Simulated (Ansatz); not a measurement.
Crystal: Si.

```
Si
1.0
    -1.62691    1.62691    1.32033
     1.62691   -1.62691    1.32033
     1.62691    1.62691   -1.32033
Si
1
Direct
  0.00000 0.00000 0.00000
```

This isn't the form of Si at room conditions, which is diamond.

Program: Ansatz 0.2.0. Alike in all runs: potentials or basis Ansatz PAW; no spin polarisation; cell as given; k mesh 13 × 13 × 13.

Q: Order these runs on this cell by their pressure, lowest first.
A. level PBE; cutoff (eV) 420; smearing gaussian 0.022 eV
B. level BLYP; cutoff (eV) 420; smearing fermi-dirac 0.05 eV; points for each segment of the path 14
C. level r2SCAN; cutoff (eV) 500; smearing fermi-dirac 0.05 eV; points for each segment of the path 14

A: C (-0.1 GPa), A (3.4 GPa), B (12.4 GPa).

Caveats: the PAW data sets come from PBE, with cores solved anew for the run's functional, which leaves a small shift of forces and pressure (some runs).
